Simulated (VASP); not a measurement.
H21O10F, 32 atoms in the cell. The cell holds a amorphous, 32 atoms: a = 6.938 Å, b = 6.938 Å, c = 6.938 Å, α = 90.00°, β = 90.00°, γ = 90.00°. The cell was built by a generator and needn't be a form met in nature.

| Property | Result |
| --- | --- |
| Program | VASP 6.6.1 |
| Task | single point |
| Functional | PBE |
| Dispersion | D3(BJ) |
| Potentials or basis | VASP PAW PBE potentials, release 64 (O, H, F) |
| Cutoff | 520 eV |
| k mesh | 1 × 1 × 1 |
| Occupations | fermi-dirac, width 0.05 eV |
| Spin | no spin polarisation |
| Dipole correction | no |
| Further INCAR settings | LREAL = Auto; ALGO = Normal; EDIFF = 1e-06; NBANDS = 66 |

Potentials or basis: VASP PAW PBE potentials, release 64 (O, H, F).

The run is started by

```sh
$ cat potpaw_PBE.64/O/POTCAR potpaw_PBE.64/H/POTCAR potpaw_PBE.64/F/POTCAR > POTCAR
$ mpirun -np 1 vasp_gam > vasp.out
```

Hardware: 1 thread of Intel(R) Xeon(R) Platinum 8559C (Emerald Rapids), with other jobs on the host.

Task: How long does it take, and how much memory?

Result: Run time: 35 s on 1 thread of Intel(R) Xeon(R) Platinum 8559C (Emerald Rapids), on a shared host, peak memory 0.34 GiB. Counts: scf iterations 16, k points 1.
